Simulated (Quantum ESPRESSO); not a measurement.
Crystal: Ge.

```
Ge
1.0
     1.48805   -2.59469    0.00000
     1.48805    2.59469    0.00000
     0.00000    0.00000    4.72760
Ge
2
Cartesian
  1.4881 0.8643 1.1819
  1.4881 -0.8643 3.5457
```

This isn't the form of Ge at room conditions, which is diamond.

| Quantity | Value |
| --- | --- |
| Program | Quantum ESPRESSO 7.5 |
| Task | Wannier functions |
| Functional | PBEsol |
| Potentials or basis | GBRV 1.5 PBEsol |
| Cutoff | 612 eV |
| Density cutoff | 4898 eV |
| k mesh | 8 × 8 × 5 |
| Occupations | fermi-dirac, width 0.05 eV |
| Spin | no spin polarisation |
| Mixing beta | 0.5 |
| Most SCF iterations | 120 |
| SCF threshold | 4e-10 Ry |
| k mesh for the Wannier functions | 6 × 6 × 4 |
| Projections | Ge sp |

Start: atomic projections with disentanglement, frozen window up to 3.0 eV over the reference level; the lowest 10 bands are left out. The reference level is the Fermi level, or the middle of the gap.

Task: With atomic projections with disentanglement, how many functions result, how localised are they, and how well do they interpolate the bands?

Result: 8 functions with spreads from 1.37 to 2.20 Å², 14.2 Å² in all; they miss the direct bands by 53 meV (root mean square).

Wannier functions:
| function | nearest atom | distance (Å) | spread (Å²) | on-site energy from the reference level (eV) |
| --- | --- | --- | --- | --- |
| 1 | 1 Ge | 0.66 | 1.37 | -2.95 |
| 2 | 1 Ge | 0.00 | 2.20 | 1.69 |
| 3 | 1 Ge | 0.01 | 2.14 | 1.48 |
| 4 | 1 Ge | 0.67 | 1.37 | -2.88 |
| 5 | 2 Ge | 0.66 | 1.37 | -2.95 |
| 6 | 2 Ge | 0.00 | 2.20 | 1.69 |
| 7 | 2 Ge | 0.01 | 2.14 | 1.48 |
| 8 | 2 Ge | 0.67 | 1.37 | -2.88 |

Parts of the spread (Å²): invariant 10.43, diagonal 0.035, off-diagonal 3.71, total 14.17. Against the direct bands the interpolation misses by 53 meV (root mean square) and 220 meV at most, for states up to 1 eV over the reference level.
